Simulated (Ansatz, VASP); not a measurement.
**One calculation of ZrB2, two programs**

```xyz
3
Lattice="3.2066 0.0000 0.0000 -1.6033 2.7770 0.0000 0.0000 0.0000 3.5663" Properties=species:S:1:pos:R:3 pbc="T T T"
Zr    0.0000    0.0000    0.0000
B     0.0000    1.8514    1.7832
B     1.6033    0.9257    1.7832
```

Change from the starting cell: volume scaled by 1.04.

Alike in both runs: task single point; functional PBE; k mesh 12 × 12 × 9; occupations fermi-dirac, width 0.05 eV; no spin polarisation.

|  | VASP | Ansatz |
| --- | --- | --- |
| version | VASP 6.6.1 | Ansatz 0.2.0 |
| potentials or method | VASP PAW PBE potentials, release 64 (Zr_sv, B), cutoff 520 eV | all-electron LAPW, scalar-relativistic |

Ansatz gave:

| Item | Value |
| --- | --- |
| pressure (GPa) | -6.6 |
| largest component of the traceless stress (GPa) | 1.50 |

Task: Which values does VASP return?

Result: Pressure (GPa): -6.5; largest component of the traceless stress (GPa): 1.50.

Ansatz ran all-electron here, so the differences hold the error of VASP's frozen core and of both bases.
